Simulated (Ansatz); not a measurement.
Input and command of a calculation in Ansatz (plane waves; scalar-relativistic PAW potentials unless the input names others):

```yaml
crystal:
  lattice:
    - [0.0, 2.1839935596, 2.1839935596]
    - [2.1839935596, 0.0, 2.1839935596]
    - [2.1839935596, 2.1839935596, 0.0]
  atoms:
    - { symbol: Al, position: [0.0, 0.0, -0.1456955082] }
    - { symbol: "N", position: [0.75, 0.75, 0.75] }
basis:
  ecutwfc: 520.0
kpoints:
  mp_grid: { grid: [10, 10, 10], shift: [0.5, 0.5, 0.5] }
hamiltonian:
  xc: pbe
scf:
  occupations: { method: gaussian, width: 0.05 }
  algorithm: direct_min
output:
  forces: true
  eigenvalues: true
  stress: true
```

```bash
ansatz run input.yaml --threads 1 --pin off --max-ram 2560MiB --backend cpu --events-out ev --progress --plain --runs-dir out
```

Abridged log:
```
Basis set: ecut = 520 eV, 537 PW (Γ), exchange–correlation on 48×48×48 points (8 copies of the dense FFT grid, shifted against one another)
Bands: 8, of which v1, the nominal top of the filled ones, is band 4 counted from 1 (3 counted from 0)
Symmetry: 2 space group operations
k-points: 275 of 1000 (time reversal used)
SCF iter   1: F=—  HF=-922.476798 eV  |F-HF|=—  |Δ(HF+E_count)|=         —  Δρ=2.55e-3  dr2=7.14e-4  ethr=1.77e-3  ⟨swp⟩=7.1  Hψ=11309  notcnv=0
SCF iter   2: F=—  HF=-922.477297 eV  |F-HF|=—  |Δ(HF+E_count)|=   5.00e-4  Δρ=5.03e-4  dr2=3.04e-5  ethr=3.61e-7  ⟨swp⟩=2.5  Hψ=9248  notcnv=0  defer=10
SCF iter   3: F=—  HF=-922.477289 eV  |F-HF|=—  |Δ(HF+E_count)|=   8.58e-6  Δρ=6.78e-5  dr2=5.97e-7  ethr=3.61e-7  ⟨swp⟩=2.4  Hψ=3424  notcnv=0  defer=4
SCF iter   4: F=-922.477289 eV  HF=-922.477289 eV  |F-HF|=5.73e-9  |Δ(HF+E_count)|=   5.04e-8  Δρ=8.83e-6  dr2=1.08e-8  ethr=7.47e-9  ⟨swp⟩=3.6  Hψ=4313  notcnv=0  defer=3
SCF 1 converged in 4 iterations: F = -922.477289 eV  dr2 = 1.08e-8
  Residual-converged pass: ⟨swp⟩=3.1  Hψ=4425  notcnv=0  max |occ|·‖R‖ = 6.6e-6 eV (tolerance 6.7e-6 eV) dr2=1.28e-8  dr2_onsite=2.90e-10  max |Δocc| = 7.0e-289
SCF converged after 4 iterations
Stability not checked: this state was not tested for a lower state beside it, because a direct minimisation reached the state, and no test of it is asked (direct_minimisation; see scf.lower_state_search)
Free energy (F): -922.477289 eV
Harris-Foulkes:  -922.477289 eV  (|F-HF|=5.73e-9)
Internal energy: -922.477289 eV  (E = F + TS)
E sigma→0 (E₀):  -922.477289 eV
Fermi energy:    9.054337 eV
--- Forces (eV/Å), atoms counted from 1 ---
  atom   1  Al     6.18249595     6.18249595     7.20055020
  atom   2  N     -6.18251415    -6.18251415    -7.20055687
--- Stress (GPa, compression-positive) ---
       21.604726      26.263379      35.906535
       26.263379      21.604726      35.906535
       35.906704      35.906704      54.435088
  P = ⅓ Tr σ = 32.5482 GPa (325.482 kbar)
```

Apart from outputs and empty bands, the input differs from a reference run on usual settings in scf.algorithm: not typed → "direct_min"; kpoints.mp_grid.shift: not typed → [0.5, 0.5, 0.5]. The reference, at the same geometry (not necessarily relaxed), gave pressure 32.55 GPa, largest force 11.327 eV/Å, gap on the mesh 2.34 eV. This run converged in 4 SCF iterations (reference: 6) with an energy at zero smearing within 0.01 meV/atom of the reference's, pressure 32.55 GPa, largest force 11.327 eV/Å, gap on the mesh 2.55 eV.

Time: 7.9 s on 1 thread of Intel(R) Xeon(R) Platinum 8259CL CPU @ 2.50GHz (Skylake/Cascade Lake) (shared host), peak memory 0.45 GiB.